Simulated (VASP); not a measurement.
A run of VASP 6.6.1 is set up as follows.

INCAR

```
SYSTEM = CdTe
  PREC = Accurate
  ENCUT = 600
  EDIFF = 1E-6
  ISMEAR = 0
  SIGMA = 0.03
  LREAL = .FALSE.
  LASPH = .TRUE.
  NELM = 80
  ALGO = Normal
  ISIF = 3
  LWAVE = .FALSE.
  LCHARG = .FALSE.
  GGA = PS
  IBRION = 2
  NSW = 90
  EDIFFG = -0.01
```

KPOINTS

```
Automatic mesh
0
G
  8 8 8
  0 0 0
```

Contents of POSCAR:

```
CdTe
1.0
    0.0000000000      3.2050000000      3.2050000000
    3.2050000000      0.0000000000      3.2050000000
    3.2050000000      3.2050000000      0.0000000000
Cd Te
1 1
Direct
    0.0000000000      0.0000000000      0.0000000000
    0.2500000000      0.2500000000      0.2500000000
```

Potentials or basis: VASP PAW PBE potentials, release 64 (Cd, Te).

Launch:

```bash
$ cat potpaw_PBE.64/Cd/POTCAR potpaw_PBE.64/Te/POTCAR > POTCAR
$ mpirun -np 1 vasp_std > vasp.out
```

(1) Predict the relaxed cell.

(2) Estimate the space group after relaxing (to 0.05 Å).

(3) Estimate the relaxed volume.

Answers

(1) a = 4.593 Å, b = 4.593 Å, c = 4.593 Å, α = 60.00°, β = 60.00°, γ = 60.00°.

(2) F-43m (No. 216).

(3) 34.26 Å³/atom.

Caveat: the PAW data sets were made with another functional, which shifts forces and pressure a little.
